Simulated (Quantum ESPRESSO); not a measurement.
# CaSe under changes of volume

One of the cells (25.829 Å³/atom); the others are scaled copies at fixed shape and fractional positions:

```
CELL_PARAMETERS angstrom
0.00000 2.95600 2.95600
2.95600 0.00000 2.95600
2.95600 2.95600 0.00000
ATOMIC_POSITIONS crystal
Se 0.50000 0.50000 0.50000
Ca 0.00000 0.00000 0.00000
```

| Property | Result |
| --- | --- |
| Program | Quantum ESPRESSO 7.5 |
| Functional | PBEsol |
| Potentials or basis | GBRV 1.5 PBEsol |
| Cutoff | 612 eV |
| Density cutoff | 4898 eV |
| k mesh | 8 × 8 × 8 |
| Occupations | fermi-dirac, width 0.05 eV |
| Spin | no spin polarisation |

```csv
volume (Å³/atom),energy over the lowest point (meV/atom),pressure (GPa),gap on the mesh (eV)
24.280,6.72,2.2,1.76
24.796,1.46,1.0,1.82
25.313,0.00,-0.1,1.88
25.829,1.94,-1.1,1.93
26.346,6.95,-2.0,1.98
26.863,?,?,?
27.379,24.98,-3.6,2.06
```

Problem. What does the run at 26.863 Å³/atom give?

Solution. Energy over the lowest point 14.72 meV/atom; pressure -2.8 GPa; gap on the mesh 2.02 eV.

Worked out: A Birch-Murnaghan fit of order 3 (a polynomial in V^(-2/3)) to the other rows has its minimum at 25.27 Å³/atom with B0 = V·E''(V) = 52 GPa and B' = 4.2. It gives 14.73 meV/atom at 26.863 Å³/atom, against the run's 14.72, and -dE/dV = -2.8 GPa, against -2.8. A parabola through the other rows of the gap, of slope 2.12 eV per unit of ln V there, gives 2.02 eV, against the run's 2.02.

Energies are extrapolated to zero smearing.

A mesh can miss the band edges. Spin-orbit coupling on Se is left out.
